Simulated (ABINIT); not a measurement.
# BeS: single point with PBE0

BeS:

```
CELL_PARAMETERS angstrom
0.00000 2.42500 2.42500
2.42500 0.00000 2.42500
2.42500 2.42500 0.00000
ATOMIC_POSITIONS crystal
S 0.75000 0.75000 0.75000
Be 0.00000 0.00000 0.00000
```

```json
{
  "Program": "ABINIT 10.8.3 (patched build)",
  "Task": "single point",
  "Functional": "PBE0",
  "Potentials or basis": "SG15 NC PBE v1.2",
  "Cutoff": "599 eV",
  "k mesh": "6 × 6 × 6",
  "Occupations": "fixed",
  "Spin": "no spin polarisation",
  "Most SCF steps": "60"
}
```

| Quantity | Value |
| --- | --- |
| Pressure | -0.2 GPa |
| Band gap on the k mesh | 4.82 eV, indirect (least direct gap 7.68 eV) |
| Valence electrons inside the program's atomic spheres | S 4.04; Be 3.18 |

Levels at points of the mesh, in eV from the valence-band top:
```
           k point  band 2  band 3  band 4  band 5  band 6  band 7
(0.00, 0.00, 0.00)  -15.09    0.00    0.00    0.00    7.68    7.71
(0.50, 0.00, 0.00)  -13.32   -6.40   -1.14   -1.14    7.45    8.60
(0.50, 0.50, 0.00)  -12.72   -5.56   -2.91   -2.91    4.82    6.82
```

It took 100 s on 8 MPI ranks on AMD EPYC 9R45 96-Core Processor (Zen 5), with other jobs on the host, peak memory 0.64 GiB a rank.

Caveat: the potentials were made for another functional, which shifts forces and pressure. A k mesh can miss the band edges.
